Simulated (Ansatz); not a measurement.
Crystal: HgSe.

```
Hg Se
1.0
     0.00000    3.03900    3.03900
     3.03900    0.00000    3.03900
     3.03900    3.03900    0.00000
Hg Se
1 1
Cartesian
  0.0000 0.0000 0.0000
  4.5585 4.5585 4.5585
```

Program: Ansatz 0.2.0. Alike in all runs: potentials or basis Ansatz PAW; cell as given; k mesh 4 × 4 × 4; smearing fermi-dirac 0.05 eV; the mesh is coarse, so values aren't converged.

**Question.** Order these runs on this cell by their pressure, lowest first.
A. level r2SCAN50; spin off; cutoff (eV) 500; points for each segment of the path 4
B. level HF; spin off; cutoff (eV) 420; points for each segment of the path 4
C. level HSE06; spin SOC, no magnetisation; cutoff (eV) 420

**Answer.** A (0.9 GPa), C (2.6 GPa), B (7.3 GPa).

Caveats: all runs use coarse meshes; the PAW data sets come from PBE, with cores solved anew for the run's functional, which leaves a small shift of forces and pressure; the thresholds are loose for stress.

Runs at the PBE level aren't shown here.
